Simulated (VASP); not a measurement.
The system is Al2Cu.

```xyz
3
Lattice="-2.0303 2.0303 2.8511 2.0303 -2.0303 2.8511 2.0303 2.0303 -2.8511" Properties=species:S:1:pos:R:3 pbc="T T T"
Al    0.0000    2.0303    1.4255
Al    2.0303    0.0000    1.4255
Cu    0.0000    0.0000    2.8511
```

The cell comes from a database or a generator and needn't be the stable form of this composition.

* Program: VASP 6.6.1
* Task: relaxation of cell and atoms
* Functional: LDA
* Potentials or basis: VASP PAW LDA potentials, release 64 (Al, Cu)
* Cutoff: 600 eV
* k mesh: 14 × 14 × 14
* Occupations: methfessel-paxton, width 0.1 eV
* Spin: no spin polarisation

At the start: pressure -2.9 GPa; volume 15.67 Å³/atom.

Q: How do energy, volume and symmetry change on relaxing?

A: Over 6 steps the energy falls by 4.2 meV/atom and the volume is 15.22 Å³/atom (-2.9 %); space group Fm-3m (No. 225, to 0.05 Å).

Step by step:
```csv
step,energy change (eV),largest force (eV/Å),pressure (GPa),volume (Å³)
1,0.0000,0.0000,-2.86,47.01
2,-0.0099,0.0000,1.46,45.13
3,-0.0124,0.0000,0.00,45.69
4,-0.0124,0.0000,0.08,45.66
5,-0.0125,0.0000,0.08,45.67
6,-0.0126,0.0000,0.07,45.67
```

Final structure:
```cif
data_structure
_symmetry_space_group_name_H-M 'P 1'
_symmetry_Int_Tables_number 1
_cell_length_a 4.0123
_cell_length_b 4.0123
_cell_length_c 4.0123
_cell_angle_alpha 120.002
_cell_angle_beta 120.002
_cell_angle_gamma 89.996
_cell_volume 45.67
loop_
_atom_site_label
_atom_site_type_symbol
_atom_site_fract_x
_atom_site_fract_y
_atom_site_fract_z
_atom_site_occupancy
Al1 Al 0.75000 0.25000 0.50000 1
Al2 Al 0.25000 0.75000 0.50000 1
Cu1 Cu 0.50000 0.50000 0.00000 1
```
